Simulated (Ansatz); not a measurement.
**WS2: enthalpy under pressure, worked through**

Computed with DFT r2SCAN, scalar-relativistic, plane waves, PAW (Ansatz 0.2.0). (500 eV cutoff, 12×12×2 k-mesh, Gaussian smearing of 0.02 eV, no spin polarisation)

The relaxed crystal:

```
W S
1.0
     3.18162    0.00000    0.00000
    -1.59081    2.75536    0.00000
     0.00000    0.00000   13.06738
W S
2 4
Direct
  0.33333 0.66667 0.25000
  0.66667 0.33333 0.75000
  0.33333 0.66667 0.63066
  0.66667 0.33333 0.13066
  0.33333 0.66667 0.86934
  0.66667 0.33333 0.36934
```

Cell and atoms were relaxed at each target pressure within the start's symmetry (P6_3/mmc), at zero temperature; other phases can be more stable under pressure. H = E + PV with P the target; E is the free energy at the smearing used, whose derivative the pressure is, per atom and counted from zero pressure. The mesh named is that at zero pressure; some other pressures ran on another.

Spin-orbit coupling is left out, which matters for the bands and energies of heavy elements.

```csv
P (GPa),V (Å³/atom),E − E0 (meV),H − H0 (meV)
0,19.093,0.0,0.0
3,17.609,11.1,340.8
8,16.537,46.3,872.0
15,15.614,111.3,1573.1
30,14.340,285.6,2970.6
60,12.768,714.5,5496.1
```

Question: Thermodynamics gives dH/dP = V along a relaxed path. Integrate V over P by the trapezoid rule and compare with the computed enthalpies.

Answer: With 1 eV/Å³ = 160.22 GPa, each step adds the mean volume times ΔP / 160.22:
```csv
P (GPa),∫V dP (meV),H − H0 (meV),difference (meV)
3,343.6,340.8,2.8
8,876.4,872.0,4.4
15,1578.8,1573.1,5.7
30,2981.0,2970.6,10.3
60,5518.9,5496.1,22.8
```

V(P) curves upward, so the trapezoid rule runs high; integrating a smooth curve through the same points puts that excess at about 22.5 meV at 60 GPa, against the 22.8 meV found.

Question: At 60 GPa, how much of the enthalpy change is stored energy and how much is the PV term?

Answer: E rises by 715 meV/atom and PV is 60 × 12.768 / 160.22 = 4782 meV/atom, so PV makes 87 % of ΔH. So between rival structures at high pressure a small difference in volume can outweigh the difference in energy: 1 % of this volume is worth 47.8 meV/atom at this pressure.

Question: What bulk modulus do the lowest pressures give, and how is the compression shared among the axes?

Answer: From the pressures that the runs reached, 0.00 GPa (19.093 Å³) and 3.01 GPa (17.609 Å³), B = −ΔP/Δln V = 3.01 / 0.0809 = 37 GPa, a mean over that range. The linear compressibilities −Δln(length)/ΔP are 2.46 along a, 2.46 along b, 21.99 along c (in TPa⁻¹). With fixed angles they add up to 1/B: 26.91 against 26.91. Softest: c, at 82 % of the volume change per axis.

Question: The gap is 1.369 eV at 0.00 GPa and 1.041 eV at 3.01 GPa. What pressure coefficient and volume deformation potential follow?

Answer: dE_g/dP = -108.9 meV/GPa, and a_V = dE_g/d ln V = −B dE_g/dP = 4.05 eV. A gap that closes or barely moves under pressure is usual where the conduction edge lies away from the zone centre, has d character, or where the bands broaden faster than they shift. If the edges move to other points of the zone within the range, this is a mean of two slopes. Gaps are generalised Kohn–Sham gaps over the whole zone.